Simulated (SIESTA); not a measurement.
Fe:

```
Fe
1.0
    -1.44300    1.44300    1.44300
     1.44300   -1.44300    1.44300
     1.44300    1.44300   -1.44300
Fe
1
Direct
  0.00000 0.00000 0.00000
```

Alike in all runs: program SIESTA 5.4.2; functional PBE; potentials or basis PseudoDojo 0.4 standard (PBE files); basis DZP (energy shift 0.003 Ry; two zetas on semicore shells); grid cutoff 800 Ry; energy shift 0.003 Ry; k mesh 13 × 13 × 13; occupations fermi-dirac, width 0.05 eV.

The same cell was started in several ways:

```csv
start,free energy over the lowest (meV/atom),net moment (μB),site or absolute moments (μB),gap
"collinear spin, zero start",682.9,0.00,-,none (metal or under the smearing width)
"collinear spin, fm_larger start of up to 4.5 μB",0.0,2.44,Fe +2.44,none (metal or under the smearing width)
"collinear spin, ferromagnetic start of up to 3 μB",0.0,2.44,Fe +2.44,none (metal or under the smearing width)
"non-collinear spin, random start of up to 2.74 μB",0.0,2.44,-,none (metal or under the smearing width)
```

The spin-polarised runs without a constraint all converged, yet they end up to 683 meV/atom apart: a converged run can sit in a state that isn't the lowest. A still lower state may exist.

Caveats: the basis of atomic orbitals isn't converged, which shifts pressures, moduli and gaps.
